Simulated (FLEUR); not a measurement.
# 1 ML Ni on Ir(001), 3 substrate layers: from one collinear state to anisotropy, part 2 of 2

Aim: the anisotropy of 1 ML Ni on Ir(001), 3 substrate layers from single passes in the potential of one collinear state.

FLEUR MaX-R8.1; PBE; all-electron FLAPW film, Dirac cores, scalar-relativistic bands.

So far. Step 2 (Self-consistent state): After 84 cycles the largest moment stands at 0.397 μB.

### 5. Spin–orbit coupling, moments along z

Level of this step: PBE; all-electron FLAPW film, Dirac cores, scalar-relativistic bands with spin-orbit coupling (FLEUR).

Spin–orbit coupling ties the spins to the lattice and lets orbital moments form.

A new self-consistent run of the start ferro +, with the moments along z. The k list default-1 (kpts.xml, not shown) is a Γ-centred 31×31×1 mesh.

Contents of inp.xml:

```
<?xml version="1.0" encoding="UTF-8" standalone="no"?>
<fleurInput fleurInputVersion="0.39">
   <comment>
      NiIr3
   </comment>
   <calculationSetup>
      <cutoffs Kmax="3.6" Gmax="10.8" GmaxXC="10.8" numbands="143"/>
      <scfLoop itmax="140" minDistance="0.00002" maxIterBroyd="15" imix="Anderson" alpha="0.03" precondParam="0.0" spinf="2.0" sdNocoIR="T"/>
      <coreElectrons ctail="T" frcor="F" kcrel="0" coretail_lmax="0"/>
      <xcFunctional name="pbe" relativisticCorrections="F"/>
      <magnetism jspins="2"/>
      <soc l_soc="T" theta="0.0" phi="0.0" spav="F"/>
      <expertModes spex="0" secvar="F"/>
      <geometryOptimization l_f="F" forcealpha="1.0" forcemix="BFGS" epsdisp="0.00001" epsforce="0.00001"/>
      <ldaU l_linMix="F" mixParam="0.05" spinf="1.0"/>
   </calculationSetup>
   <cell>
      <bzIntegration valenceElectrons="63.0" mode="hist" fermiSmearingEnergy="0.00183747">
         <kPointListSelection listName="default-1"/>
         <xi:include xmlns:xi="http://www.w3.org/2001/XInclude" href="kpts.xml"> </xi:include>
      </bzIntegration>
      <xi:include xmlns:xi="http://www.w3.org/2001/XInclude" href="sym.xml"> </xi:include>
      <filmLattice scale="1.0" dVac="16.02" dTilda="18.52">
         <bravaisMatrixFilm>
            <row-1>    5.1193965729178723     0.0000000000000000</row-1>
            <row-2>    0.0000000000000000     5.1193965729178723</row-2>
         </bravaisMatrixFilm>
         <vacuumEnergyParameters vacuum="1" spinUp="-.25" spinDown="-.25"/>
         <vacuumEnergyParameters vacuum="2" spinUp="-.25" spinDown="-.25"/>
      </filmLattice>
   </cell>
   <atomSpecies>
      <species name="Iridium (Ir)" element="Ir" atomicNumber="77">
         <mtSphere radius="2.33" gridPoints="771" logIncrement="0.017"/>
         <atomicCutoffs lmax="8" lnonsphr="6"/>
         <electronConfig flipSpins="F">
            <coreConfig>(1s1/2) (2s1/2) (2p1/2) (2p3/2) (3s1/2) (3p1/2) (3p3/2) (4s1/2) (3d3/2) (3d5/2) (4p1/2) (4p3/2) (5s1/2) (4d3/2) (4d5/2) (4f5/2) (4f7/2)</coreConfig>
            <valenceConfig>(5p1/2) (5p3/2) (6s1/2) (5d3/2) (5d5/2)</valenceConfig>
            <stateOccupation state="(5d3/2)" spinUp="1.400000" spinDown="1.400000"/>
            <stateOccupation state="(5d5/2)" spinUp="2.100000" spinDown="2.100000"/>
         </electronConfig>
         <energyParameters s="6" p="6" d="5" f="5"/>
         <lo type="SCLO" l="1" n="5" eDeriv="0"/>
      </species>
      <species name="Nickel (Ni1.001" element="Ni" atomicNumber="28">
         <mtSphere radius="2.33" gridPoints="771" logIncrement="0.016"/>
         <atomicCutoffs lmax="8" lnonsphr="6"/>
         <electronConfig flipSpins="F">
            <coreConfig>(1s1/2) (2s1/2) (2p1/2) (2p3/2)</coreConfig>
            <valenceConfig>(3s1/2) (3p1/2) (3p3/2) (4s1/2) (3d3/2) (3d5/2)</valenceConfig>
            <stateOccupation state="(3d3/2)" spinUp="1.6" spinDown="1.6"/>
            <stateOccupation state="(3d5/2)" spinUp="2.9005" spinDown="1.8995"/>
         </electronConfig>
         <energyParameters s="4" p="4" d="3" f="4"/>
         <lo type="SCLO" l="0" n="3" eDeriv="0"/>
         <lo type="SCLO" l="1" n="3" eDeriv="0"/>
      </species>
   </atomSpecies>
   <atomGroups>
      <atomGroup species="Iridium (Ir)">
         <filmPos label="                   1">.0000000000 .0000000000 -5.2803566465</filmPos>
         <force calculate="T" relaxXYZ="TTT"/>
      </atomGroup>
      <atomGroup species="Iridium (Ir)">
         <filmPos label="                   2">1.000/2.000 1.000/2.000 -1.6603777974</filmPos>
         <force calculate="T" relaxXYZ="TTT"/>
      </atomGroup>
      <atomGroup species="Iridium (Ir)">
         <filmPos label="                   3">.0000000000 .0000000000 1.9595637746</filmPos>
         <force calculate="T" relaxXYZ="TTT"/>
      </atomGroup>
      <atomGroup species="Nickel (Ni1.001">
         <filmPos label="                   4">1.000/2.000 1.000/2.000 5.2803566465</filmPos>
         <force calculate="T" relaxXYZ="TTT"/>
      </atomGroup>
   </atomGroups>
   <output dos="F" band="F" slice="F">
      <bandDOS minEnergy="-.5*Htr" maxEnergy="0.5*Htr" sigma="0.015" storeEVData="T"/>
      <plotting iplot="0" polar="F">
         <plot TwoD="T" vec1="  1.0  0.0  0.0" vec2="  0.0  1.0  0.0" vec3="  0.0  0.0  1.0" zero="  0.0  0.0 -0.5" file="plot"/>
      </plotting>
      <moessbauerParams electricFieldGradient="F" isomerShift="F" coreHyperfine="F" valenceHyperfine="F"/>
   </output>
</fleurInput>
```

Contents of crystal.txt:

```
NiIr3
&input film=T cartesian=F /
2.70906800000  0.00000000000  0.00000000000
0.00000000000  2.70906800000  0.00000000000
0.00000000000  0.00000000000  1.00000000000
1.8897261246
1.0 1.0 1.0

4
77 0.00000000000  0.00000000000  -5.28035664653
77 0.50000000000  0.50000000000  -1.66037779742
77 0.00000000000  0.00000000000  1.95956377459
28 0.50000000000  0.50000000000  5.28035664653 : 1.001

&soc 0.0000000 0.0000000 /
&kpt div1=31 div2=31 div3=1 gamma=T /
```

Command:

```bash
OMP_NUM_THREADS=1 inpgen -f crystal.txt > inpgen.log  # inp.xml is then edited as shown
OMP_NUM_THREADS=1 mpirun -n 4 fleur_MPI > fleur.log
```

What it wrote:

```text
[banner, memory and clock lines left out]
Welcome to FLEUR        (www.flapw.de)
      MaX-Release 8.1          (www.max-centre.eu)

 ========== k-point set info ==========
 Selected k-point list: default-1
 k-point list type: mesh
 0 x 0 x 0
 Number of k points: 244

 [... set-up left out ...]
 Iteration:     1   Distance:      13.61317650 me/bohr^3
 Iteration:     2   Distance:      17.70560541 me/bohr^3
 Iteration:     3   Distance:      18.46267886 me/bohr^3
 Iteration:     4   Distance:      24.01181679 me/bohr^3
 Iteration:     5   Distance:      11.17225557 me/bohr^3
 Iteration:     6   Distance:       8.71775855 me/bohr^3
 Iteration:     7   Distance:       7.86696207 me/bohr^3
 Iteration:     8   Distance:       4.93238504 me/bohr^3
 Iteration:     9   Distance:       7.70067557 me/bohr^3
 Iteration:    10   Distance:       5.34068698 me/bohr^3
[... 49 iterations left out ...]
 Iteration:    60   Distance:       0.00020394 me/bohr^3
 Iteration:    61   Distance:       0.00018035 me/bohr^3
 Iteration:    62   Distance:       0.00014760 me/bohr^3
 Iteration:    63   Distance:       0.00014571 me/bohr^3
 Iteration:    64   Distance:       0.00030496 me/bohr^3
 Iteration:    65   Distance:       0.00010363 me/bohr^3
 Iteration:    66   Distance:       0.00009908 me/bohr^3
 Iteration:    67   Distance:       0.00012709 me/bohr^3
 Iteration:    68   Distance:       0.00003548 me/bohr^3
 Iteration:    69   Distance:       0.00001275 me/bohr^3

 ********************************************************************
 Run finished successfully
 Stop message:
   all done
 ********************************************************************

--- out.xml (last complete iteration) ---
<iteration numberForCurrentRun="   69" overallNumber="   69">
         [... left out ...]
         <bandgap value="0.0006619615" units="eV"/>
         <sumValenceSingleParticleEnergies value="-69.3403966033" units="Htr"/>
         <FermiEnergy value="-0.1717491801" units="Htr"/>
         [... left out ...]
         <magneticMomentsInMTSpheres units="muBohr">
            <globalMagMoment atomType="1" vec="0.00000   0.00000   0.02404"/>
            <globalMagMoment atomType="2" vec="0.00000   0.00000   0.00565"/>
            <globalMagMoment atomType="3" vec="0.00000   0.00000   0.10497"/>
            <globalMagMoment atomType="4" vec="0.00000   0.00000   0.44040"/>
         </magneticMomentsInMTSpheres>
         <orbitalMomentsInMTSpheres units="muBohr">
            <globalMagMoment atomType="1" vec="0.00000   0.00000   0.00660"/>
            <globalMagMoment atomType="2" vec="0.00000   0.00000  -0.00439"/>
            <globalMagMoment atomType="3" vec="0.00000   0.00000   0.01501"/>
            <globalMagMoment atomType="4" vec="0.00000   0.00000   0.02938"/>
         </orbitalMomentsInMTSpheres>
         [... left out ...]
         <totalEnergy value="   -55095.2956903282" units="Htr">
            <sumOfEigenvalues value="   -33899.9198088155">
               <coreElectrons value="-33830.5794122122"/>
               <valenceElectrons value="-69.3403966033"/>
            </sumOfEigenvalues>
         [... left out ...]
            <freeEnergy value="-55095.2975750871"/>
            <extrapolationTo0K value="-55095.2966327077"/>
         </totalEnergy>
         <densityConvergence units="me/bohr^3">
            <chargeDensity spin="1" distance="0.0000072349"/>
            <chargeDensity spin="2" distance="0.0000092382"/>
            <overallChargeDensity distance="0.0000127468"/>
            <spinDensity distance="0.0000106252"/>
         </densityConvergence>
      </iteration>
```

Run time: 48 min. Hardware: 4 MPI ranks of Arm Neoverse V1, shared host; peak memory 1.3 GiB; 3.2 h of CPU time.

Spin moment in the muffin-tin sphere by atom:

| atom | spin moment in the muffin-tin sphere (μB) |
| --- | --- |
| Ir1 | 0.024 |
| Ir2 | 0.006 |
| Ir3 | 0.105 |
| Ni4 | 0.440 |

Numbers from this step:

```
free energy                                                       : -1499219.4227 eV
program's band gap on this mesh (in a metal only a level spacing) : 6.62e-4 eV
magnetization                                                     : 0.5623 μB
final state                                                       : ferromagnetic
orbital moment along the spin                                     : 0.02938 μB
```

Orbital moment in the sphere, along the spin axis by atom:

| atom | orbital moment in the sphere, along the spin axis (μB) |
| --- | --- |
| Ir1 | 0.0066 |
| Ir2 | -0.0044 |
| Ir3 | 0.0150 |
| Ni4 | 0.0294 |

### 6. Results

```
reference state                                                             : ferromagnetic
largest sphere moment                                                       : 0.397 μB
easy direction of those tried                                               : z
energy along x less z, force theorem                                        : 0.356 meV a primitive cell
orbital moment on the atom of largest spin, along its spin (spin–orbit run) : 0.0294 μB
```

**Reading.** By the force theorem the moments prefer z; shape anisotropy is not in it, and in a film it favours the plane. The difference for the second direction goes from 0.32 meV (mesh 18×18×1, 143 states, 13 min of CPU time) to 0.36 meV (mesh 31×31×1, 143 states, 38 min). On the atom of largest spin the orbital moment is almost quenched. The state was typed, and no other order was converged beside it, so it need not be the ground state. A substrate of 3 unrelaxed layers is a model; thickness and relaxation can move these numbers.

[Logs and program files are shortened in this print: banners, set-up blocks, solver, clock and traceback lines can be left out without a mark of their own.]

[Logs are printed without paths, hosts, clocks, repeated set-up lines and the standing remarks that a program may print on its own settings, such as how far it seeks lower states.]

[Hosts, paths, dates, database ids (printed as entryN), source tags and the programs' standing remarks are cut or masked in the printed files.]

[Where a cell is said to come from a database of computed structures, the database is the Materials Project.]
